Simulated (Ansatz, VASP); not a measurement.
## Two plane-wave programs on ZnSe (Stilleite)

```
Se Zn
1.0
     0.00000    2.83380    2.83380
     2.83380    0.00000    2.83380
     2.83380    2.83380    0.00000
Se Zn
1 1
Direct
  0.75000 0.75000 0.75000
  0.00000 0.00000 0.00000
```

Alike in both runs: task relaxation of cell and atoms; functional BLYP; k mesh 8 × 8 × 8; occupations fermi-dirac, width 0.05 eV; no spin polarisation.

```csv
,VASP,Ansatz
version,VASP 6.6.1,Ansatz 0.2.0
potentials or method,"VASP PAW PBE potentials, release 64 (Se, Zn)",Ansatz PAW
plane-wave cutoff (eV),600,420
valence electrons in the cell,18,28
```

Ansatz gave:

* relaxed volume (Å³/atom): 24.94
* relaxed cell length with the largest relative difference (Å): 4.132
* energy change over the relaxation (meV/atom): -34

Task: What did VASP give for the same quantities?

Result: Relaxed volume (Å³/atom): 25.03; relaxed cell length with the largest relative difference (Å): 4.137; energy change over the relaxation (meV/atom): -38.

The two sets of potentials don't hold the same shells in valence.

Caveats: the PAW data sets were made with another functional, which shifts forces and pressure a little (VASP); the plane-wave basis is chosen anew once the cell has moved, so the energies of steps on either side of that aren't comparable (Ansatz); the PAW data sets come from PBE, with cores solved anew for the run's functional, which leaves a small shift of forces and pressure (Ansatz). Zero-point motion and thermal expansion aren't in these numbers. BLYP gives volumes clearly too large for solids.
